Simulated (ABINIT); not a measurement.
P:

```
P
1.0
     1.64774   -5.46504    0.00000
     1.64774    5.46504    0.00000
     0.00000    0.00000    4.54364
P
4
Direct
  0.90414 0.09586 0.58882
  0.09586 0.90414 0.41118
  0.59586 0.40414 0.08882
  0.40414 0.59586 0.91118
```

Base run:

```yaml
Program: ABINIT 10.8.3 (patched build)
Functional: PBE
Potentials_or_basis: JTH PAW PBE v2.0
Cutoff: 408 eV
k_mesh: 6 × 6 × 4
Occupations: fermi-dirac, width 0.05 eV
Spin: no spin polarisation
```

Its results: band gap on the k mesh 0.10 eV, direct; pressure 1.8 GPa; largest force 0.358 eV/Å.

Problem. After a change of settings the same cell gave: band gap on the k mesh none (metal or under the smearing width); pressure -0.6 GPa; largest force 0.344 eV/Å. Which change was it?
A. functional from PBE to PBEsol
B. potentials or basis from JTH PAW PBE v2.0 to Ansatz NC PBE; cutoff from 408 eV to 599 eV
C. potentials or basis from JTH PAW PBE v2.0 to PseudoDojo NC SR PBE v0.5 stringent; cutoff from 408 eV to 490 eV
D. functional from PBE to LDA; potentials or basis from JTH PAW PBE v2.0 to PseudoDojo NC SR LDA v0.4.1 standard; cutoff from 408 eV to 653 eV

Solution. A.

PBEsol binds more tightly than PBE, so the same cell stands under less pressure.

Caveats: the PAW data sets were made with another functional, which shifts forces and pressure a little (some runs).

Not every run made on this cell is shown here.
